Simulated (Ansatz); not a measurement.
## AgCl (rocksalt): gap against strain (uniaxial along x, other directions held)

AgCl built on the rocksalt prototype, relaxed with r2SCAN in Ansatz, then strained (uniaxial along x, other directions held; changes of length per length, axes as in the cell below) with the atoms relaxed again within the symmetry that is left. It is cubic, Fm-3m (No. 225); a = 5.546 Å in the conventional setting, 21.33 Å³ an atom. Ag is surrounded by 6 Cl at 2.77 Å; Cl is surrounded by 6 Ag at 2.77 Å. The values are computed, spin-unpolarised, and not measurements.

```
Ag Cl
1.0
     0.00000    2.77318    2.77318
     2.77318    0.00000    2.77318
     2.77318    2.77318    0.00000
Ag Cl
1 1
Direct
  0.00000 0.00000 0.00000
  0.50000 0.50000 0.50000
```

Gaps are the least over each mesh (PBE 8×8×8, r2SCAN 8×8×8, HSE06 6×6×6 when unstrained) and the special points, which keep their unstrained names; stress is the change from the unstrained cell, compression positive.

```tsv
strain (%)	gap, PBE (eV)	gap, r2SCAN (eV)	gap, HSE06 (eV)	edges, HSE06	stress along the strain, r2SCAN (GPa)	energy rise, r2SCAN (meV/atom)
-4.0	0.789	1.354	2.263	L → Γ	+3.67	8.7
-2.15	0.842	1.407	2.329	L → Γ	+1.73	2.3
0.0	0.912	1.475	2.411	L → Γ	0.00	0.0
```

Q: Estimate the row for a strain of +3.27 %.

A:
```tsv
strain (%)	gap, PBE (eV)	gap, r2SCAN (eV)	gap, HSE06 (eV)	edges, HSE06	stress along the strain, r2SCAN (GPa)	energy rise, r2SCAN (meV/atom)
+3.27	0.830	1.381	2.320	L → Γ	-1.83	4.4
```

Between zero and the nearest strains the slope of the HSE06 gap against strain is +0.038 eV per percent for negative and -0.028 for positive strain; it falls either way, as happens when edge states split or other valleys take over.

Spin-orbit coupling is left out.

The meshes of the hybrids are coarse, so their gaps aren't converged to the digits shown.
